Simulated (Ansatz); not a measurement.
# Al17N18: frames of a relaxation, V_Al, charge -3, atoms relaxed at the host's cell

All numbers are calculated (PBE, collinear spin, no spin-orbit coupling; Ansatz, PAW set soft_2, 420 eV, k-mesh 2×2×2 shifted by half a step), not measured.

Positions in Å and forces in eV/Å; free energies count from the last frame, uniform background for the charge.

```
35
Lattice="-4.695 -2.711 5.018 4.695 -2.711 5.018 0.000 5.422 5.018" Properties=species:S:1:pos:R:3:forces:R:3 pbc="T T T" step=1 dE=0.499eV
Al   -1.548    0.905    7.531   -0.637   -1.149   -0.560
Al    3.124   -1.821    7.530   -0.697    1.157   -0.631
Al   -3.122   -1.821    7.530    0.682    1.134   -0.556
Al    1.550    0.905    7.530    0.647   -1.121   -0.605
Al    1.575    0.918   12.548   -1.304    0.015   -0.604
Al    0.001    3.615    7.524    0.002   -0.003    0.078
Al    0.001   -1.807   12.474   -0.006    0.001   -1.167
Al   -1.573    0.918   12.548    1.363    0.034   -0.612
Al   -1.569   -0.900   10.020    1.107   -0.652    0.056
Al   -3.131    1.807   10.015    0.325    0.168   -0.075
Al    1.571   -0.900   10.020   -1.219   -0.679    0.067
Al    0.001    1.810    4.997    0.026   -0.367   -0.076
Al    0.001    1.815   10.055   -0.002   -0.338    1.464
Al    0.001   -3.620   10.019   -0.028    1.363    0.066
Al   -1.558   -0.906    5.037   -0.282    0.160    1.627
Al    3.133    1.807   10.015   -0.317    0.186   -0.084
Al    1.560   -0.906    5.037    0.294    0.188    1.406
N    -0.004   -1.805    9.668    0.150   -0.033    0.453
N    -1.565    0.914    9.432   -0.292    0.308   -0.076
N    -1.555    0.901    4.414    0.360    0.100   -0.089
N     1.557    0.901    4.414   -0.420    0.112   -0.096
N     1.568    0.914    9.432    0.295    0.266   -0.108
N    -3.121   -1.813    4.414    0.104   -0.372   -0.076
N     0.001   -1.807    4.419   -0.012    0.003   -0.755
N     0.001    3.615    4.389   -0.002    0.002    0.237
N     3.124   -1.813    4.413   -0.089   -0.402   -0.108
N    -1.721   -0.811    6.895   -0.190    0.097   -0.520
N    -3.105    1.822    6.933    0.742    0.417    0.580
N     1.735   -0.802    6.872    0.197    0.020   -0.125
N     0.001    1.780    1.915    0.013   -0.857    0.584
N     0.001    1.820    6.916   -0.007    0.453   -0.028
N     0.005   -3.802    6.879   -0.077   -0.225   -0.221
N    -1.554   -0.909    1.898    0.387   -0.217   -0.020
N     3.107    1.822    6.933   -0.732    0.452    0.604
N     1.556   -0.909    1.898   -0.383   -0.222   -0.032
```

```
35
Lattice="-4.695 -2.711 5.018 4.695 -2.711 5.018 0.000 5.422 5.018" Properties=species:S:1:pos:R:3:forces:R:3 pbc="T T T" step=2 dE=0.099eV
Al   -1.546    0.872    7.520   -0.303   -0.364   -0.229
Al    3.095   -1.806    7.520   -0.189    0.470   -0.257
Al   -3.092   -1.806    7.520    0.169    0.447   -0.232
Al    1.549    0.872    7.519    0.307   -0.355   -0.244
Al    1.548    0.936   12.538   -0.466   -0.081   -0.241
Al    0.002    3.615    7.515    0.002   -0.002    0.122
Al    0.001   -1.806   12.424    0.001    0.001   -0.447
Al   -1.545    0.936   12.537    0.506   -0.065   -0.258
Al   -1.552   -0.910   10.038    0.339   -0.194    0.012
Al   -3.126    1.810   10.003    0.065    0.036   -0.075
Al    1.555   -0.909   10.040   -0.399   -0.231   -0.004
Al    0.001    1.804    4.985    0.002   -0.072   -0.075
Al    0.001    1.813   10.080    0.001   -0.097    0.552
Al    0.001   -3.601   10.039    0.000    0.438    0.001
Al   -1.559   -0.906    5.060   -0.090    0.051    0.672
Al    3.128    1.810   10.003   -0.061    0.036   -0.077
Al    1.562   -0.905    5.063    0.083    0.052    0.510
N     0.000   -1.806    9.700    0.065   -0.015    0.458
N    -1.563    0.910    9.428   -0.089    0.086    0.022
N    -1.560    0.902    4.410    0.117    0.034    0.021
N     1.562    0.901    4.410   -0.118    0.035    0.023
N     1.566    0.909    9.427    0.090    0.080    0.026
N    -3.125   -1.808    4.410    0.030   -0.119    0.022
N     0.002   -1.807    4.406   -0.006    0.002   -0.320
N     0.001    3.615    4.363    0.000    0.000    0.315
N     3.127   -1.809    4.409   -0.024   -0.118    0.023
N    -1.690   -0.829    6.891   -0.249    0.135   -0.309
N    -3.080    1.835    6.956    0.218    0.131    0.156
N     1.697   -0.826    6.882    0.273    0.110   -0.107
N     0.002    1.752    1.938   -0.005   -0.255    0.160
N     0.001    1.817    6.910    0.002    0.176   -0.080
N     0.004   -3.762    6.885   -0.049   -0.305   -0.154
N    -1.555   -0.908    1.892    0.152   -0.085   -0.076
N     3.083    1.836    6.955   -0.222    0.127    0.168
N     1.558   -0.907    1.892   -0.150   -0.090   -0.079
```

```
35
Lattice="-4.695 -2.711 5.018 4.695 -2.711 5.018 0.000 5.422 5.018" Properties=species:S:1:pos:R:3:forces:R:3 pbc="T T T" step=5 dE=0.000eV
Al   -1.550    0.867    7.511   -0.001    0.000   -0.001
Al    3.093   -1.799    7.511    0.000    0.001   -0.001
Al   -3.090   -1.799    7.511    0.000    0.001   -0.001
Al    1.554    0.867    7.511    0.001    0.000   -0.001
Al    1.541    0.934   12.529   -0.001   -0.001   -0.001
Al    0.002    3.615    7.512    0.000    0.000   -0.002
Al    0.002   -1.806   12.328    0.000    0.000    0.003
Al   -1.538    0.934   12.529    0.001   -0.001   -0.001
Al   -1.562   -0.904   10.056    0.001   -0.001    0.005
Al   -3.131    1.807    9.986   -0.002   -0.001   -0.002
Al    1.565   -0.904   10.056   -0.001   -0.001    0.005
Al    0.002    1.811    4.968    0.000    0.003   -0.002
Al    0.002    1.810   10.093    0.000   -0.002   -0.001
Al    0.002   -3.611   10.056    0.000    0.001    0.005
Al   -1.562   -0.904    5.075   -0.002    0.001   -0.001
Al    3.134    1.807    9.986    0.002   -0.001   -0.002
Al    1.565   -0.904    5.075    0.002    0.001   -0.001
N     0.002   -1.806    9.855    0.000    0.000   -0.005
N    -1.561    0.907    9.426   -0.001    0.001   -0.001
N    -1.563    0.901    4.408    0.001    0.000   -0.001
N     1.566    0.901    4.408   -0.001    0.000   -0.001
N     1.564    0.907    9.426    0.001    0.001   -0.001
N    -3.126   -1.806    4.408    0.000   -0.001   -0.001
N     0.002   -1.806    4.400    0.000    0.000   -0.001
N     0.002    3.615    4.351    0.000    0.000   -0.001
N     3.129   -1.806    4.408    0.000   -0.001   -0.001
N    -1.711   -0.818    6.879   -0.001    0.001    0.000
N    -3.057    1.849    6.968    0.002    0.001    0.001
N     1.714   -0.818    6.879    0.001    0.001    0.000
N     0.002    1.725    1.950    0.000   -0.003    0.001
N     0.002    1.818    6.898    0.000    0.001    0.001
N     0.002   -3.783    6.879    0.000   -0.001    0.000
N    -1.555   -0.908    1.880    0.001   -0.001    0.001
N     3.060    1.849    6.968   -0.003    0.001    0.001
N     1.558   -0.908    1.880   -0.001   -0.001    0.001
```

Caveats: a moment set at the start was lost.
